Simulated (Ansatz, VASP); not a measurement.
One calculation of Fe, two programs

```xyz
1
Lattice="-1.3881 1.3881 1.3881 1.3881 -1.3881 1.3881 1.3881 1.3881 -1.3881" Properties=species:S:1:pos:R:3 pbc="T T T"
Fe    0.0000    0.0000    0.0000
```

Alike in both runs: task single point; functional PBE; k mesh 22 × 22 × 22; occupations gaussian, width 0.05 eV; no spin polarisation.

```csv
,VASP,Ansatz
version,VASP 6.6.1,Ansatz 0.2.0
potentials or method,"VASP PAW PBE potentials, release 64 (Fe)","scalar-relativistic, plane waves, PAW"
plane-wave cutoff (eV),520,420
valence electrons in the cell,8,16
```

```csv
,VASP,Ansatz,Ansatz less VASP
gap on the k mesh at the Fermi level (eV),none,none,-
pressure (GPa),-5.5,-5.1,+0.37
```

A gap of «none» marks a metal or a gap that the smearing closes. With one functional, cell and mesh, what is left measures potentials, basis and numerics. The two sets of potentials don't hold the same shells in valence.

Caveats: the run has no spin polarisation, though such a crystal can be magnetic. Spin polarisation is off, so any magnetic state and its effect on volume and gap are missing.
